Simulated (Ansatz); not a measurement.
AgCl:

```
Ag Cl
1.0
     3.43397    0.00000    0.00000
     0.00000    3.43397    0.00000
     0.00000    0.00000    3.43397
Ag Cl
1 1
Direct
  0.00000 0.00000 0.00000
  0.50000 0.50000 0.50000
```

Measurements of this composition are mostly on another form, of space group No. 225.

```yaml
Program: Ansatz 0.2.0
Task: single point
Functional: PBE
Potentials_or_basis: Ansatz PAW
Cutoff: "420 eV (not typed: the program's choice for these potentials)"
k_mesh: 8 × 8 × 8
Occupations: fermi-dirac, width 0.05 eV
Spin: no spin polarisation
```

On this cell: pressure -0.1 GPa; largest force zero by symmetry; band gap on the k mesh 0.57 eV, indirect (least direct gap 2.07 eV).

The same run follows on a disturbed copy (atoms moved at random, drawn with an rms of 0.05 Å):

```
Ag Cl
1.0
     3.43397    0.00000    0.00000
     0.00000    3.43397    0.00000
     0.00000    0.00000    3.43397
Ag Cl
1 1
Direct
  0.98233 0.98737 0.99310
  0.50798 0.50474 0.50456
```

Q: What changes?

A: The energy moves by +0.6 meV/atom; pressure 0.1 GPa; largest force 0.024 eV/Å; band gap on the k mesh 0.58 eV, indirect (least direct gap 2.00 eV).

Forces on the atoms (eV/Å):
```
Ag   0.018  0.013  0.009
Cl  -0.018 -0.013 -0.009
```

Stress tensor (GPa, compression positive):
```
0.03 0.08 0.05
0.08 0.06 0.04
0.05 0.04 0.07
```

A k mesh can miss the band edges.
